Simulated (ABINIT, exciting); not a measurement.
This is a calculation of Sb for ABINIT 10.8.3 (patched build). The given cell was strained at random by a few per cent at fixed volume. This isn't the form of Sb at room conditions, which is rhombohedral.

run.abi

```
# Pseudopotentials
pp_dirpath "./"
pseudos "Sb.upf"

# Structure
acell 6.2421031356 6.1997763473 6.1128175683
rprim
    -0.5787379848     0.5747784654     0.5785257649
     0.5689036746    -0.5865122902     0.5764997333
     0.5644409114     0.5683184743    -0.5986823610
ntypat 1
znucl 51
natom 1
typat 1
xred
     0.0066800000     0.0021220000     0.0177370000
chkprim 0
chksymtnons 0
tolsym 1.0e-6

# Plane-wave basis
ecut 1088.455450 eV

# k points
kptopt 1
ngkpt 10 10 10
nshiftk 1
shiftk 0.0 0.0 0.0

# Exchange and correlation
ixc -116133

# Bands and occupations
nband 12
occopt 3
tsmear 0.00183747

# SCF cycle
nstep 100
tolvrs 1.0e-10

# Output
iomode 3
prtwf 0
prteig 0
prtebands 0
enunit 1
prtden 1
prtvha 1
prtvclmb 1
prtpot 1
prtelf 1
```

Potentials or basis: PseudoDojo NC SR PBEsol v0.4.1 standard.

The run is started by

```sh
$ abinit run.abi > log 2>&1
```

Question: What does the same run look like in exciting (release sodium)? Potentials or basis there: all-electron LAPW+lo, shipped species files, valence relativity iora*.

Answer: As run (cutoffs and basis follow the program's own potentials, and thresholds, step limits or extra output files can differ):

File input.xml:

```xml
<input>
  <title>Sb</title>
  <structure speciespath="./" tshift="false">
    <crystal scale="1">
      <basevect>-3.612542189294 3.587826461310 3.611217491281</basevect>
      <basevect>3.527075545856 -3.636245024075 3.574169410607</basevect>
      <basevect>3.450324319304 3.474027154085 -3.659636054046</basevect>
    </crystal>
    <species speciesfile="Sb.xml" rmt="2.3">
      <atom coord="0.006680000000 0.002122000000 0.017737000000"/>
    </species>
  </structure>
  <groundstate do="fromscratch" ngridk="10 10 10" rgkmax="9" gmaxvr="14" lmaxapw="10" lmaxmat="10" lmaxvr="8" xctype="GGA_PBE_SOL" stype="Fermi Dirac" swidth="0.00183747" nempty="8" ValenceRelativity="iora*" epsengy="1e-05" epspot="1e-05" maxscl="60" tforce="true" outputlevel="normal"/>
</input>
```

Potentials or basis: all-electron LAPW+lo, shipped species files, valence relativity iora*.

The run is started by

```sh
$ OMP_NUM_THREADS=1 exciting_smp
```

Both were run:

|  | ABINIT | exciting |
| --- | --- | --- |
| Energy over the undisturbed cell | 2.5 meV/atom | 2.3 meV/atom |
